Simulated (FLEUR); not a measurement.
Runs of FLEUR MaX-R8.1 (later development tree) on CdS (Greenockite). Symmetry: P6_3mc, No. 186, hexagonal system. Conventional cell: a = 4.150 Å, b = 4.150 Å, c = 6.737 Å, α = 90.00°, β = 90.00°, γ = 120.00°. Around Cd (site symmetry 3m) lie 4 S at 2.53 to 2.54 Å. S (site symmetry 3m) has 4 Cd at 2.53 to 2.54 Å as nearest neighbours. 

```csv
task,level,inpgen profile,gmax,muffin-tin radii,lmax,max iterations,kmax,gap on the mesh (eV),V0 of scaled cells (Å³/atom),B0 (GPa)
band structure,PBE,moderate,22.5 1/bohr,"Cd 2.53, S 1.9 bohr","Cd 10, S 7",60,4.5 1/bohr,1.20,-,-
band structure,PBE,veryFastHighL,17.5 1/bohr,"Cd 2.53, S 1.9 bohr","Cd 9, S 7",60,3.5 1/bohr,1.19,-,-
equation of state,PBE,fast,20 1/bohr,"Cd 2.45, S 1.84 bohr","Cd 7, S 5",-,4 1/bohr,-,(a),54
band structure,PBE,fast,20 1/bohr,"Cd 2.53, S 1.9 bohr","Cd 7, S 5",60,4 1/bohr,1.19,-,-
equation of state,PBE,veryFastHighL,17.5 1/bohr,"Cd 2.45, S 1.84 bohr","Cd 9, S 7",-,3.5 1/bohr,-,(b),50
equation of state,PBE,moderate,22.5 1/bohr,"Cd 2.45, S 1.84 bohr","Cd 10, S 7",-,4.5 1/bohr,-,26.06,53
band structure,Wu-Cohen GGA,-,13.5 1/bohr,"Cd 2.53, S 1.9 bohr","Cd 10, S 8",60,4.37 1/bohr,1.03,-,-
```

Alike in all rows: potentials or basis all-electron, FLAPW; no spin polarisation; cell as given; k mesh 7 × 7 × 4; smearing fermi-dirac 0.05 eV.

Task: Estimate the missing entries.

Result: (a) 26.14; (b) 26.04.

Caveats: the plane-wave cutoff is short for the semicore states, which can make moduli rough (some runs); the cell was scaled at fixed shape and fractional positions, which overstates the stiffness of a crystal with free parameters, most of all of layers and chains (some runs); small basis for a fit (some runs).

A k mesh can miss the band edges, and the runs leave out spin-orbit coupling on Cd.
